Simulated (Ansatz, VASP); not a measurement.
## Two plane-wave programs on AlNi3

```
Al Ni
1.0
     3.52305    0.00000    0.00000
     0.00000    3.52305    0.00000
     0.00000    0.00000    3.52305
Al Ni
1 3
Cartesian
  0.0000 0.0000 0.0000
  0.0000 1.7615 1.7615
  1.7615 0.0000 1.7615
  1.7615 1.7615 0.0000
```

The cell is a database's computed one.

Alike in both runs: task single point; functional PBE; k mesh 12 × 12 × 12; occupations gaussian, width 0.05 eV; collinear spin.

|  | VASP | Ansatz |
| --- | --- | --- |
| version | VASP 6.6.1 | Ansatz 0.2.0 |
| potentials or method | VASP PAW PBE potentials, release 64 (Al, Ni) | scalar-relativistic, plane waves, PAW |
| plane-wave cutoff (eV) | 520 | 420 |
| valence electrons in the cell | 33 | 57 |

```csv
,VASP,Ansatz,Ansatz less VASP
gap on the k mesh at the Fermi level (eV),none,none,-
pressure (GPa),7.3,7.3,0.00
net moment per atom (μB),0.18,0.18,+0.007
size of the moment on the site where the two differ most (μB),0.25,0.27,+0.022
```

Site moments also hang on the region over which each program counts them. A gap of «none» marks a metal or a gap that the smearing closes. The two sets of potentials don't hold the same shells in valence.
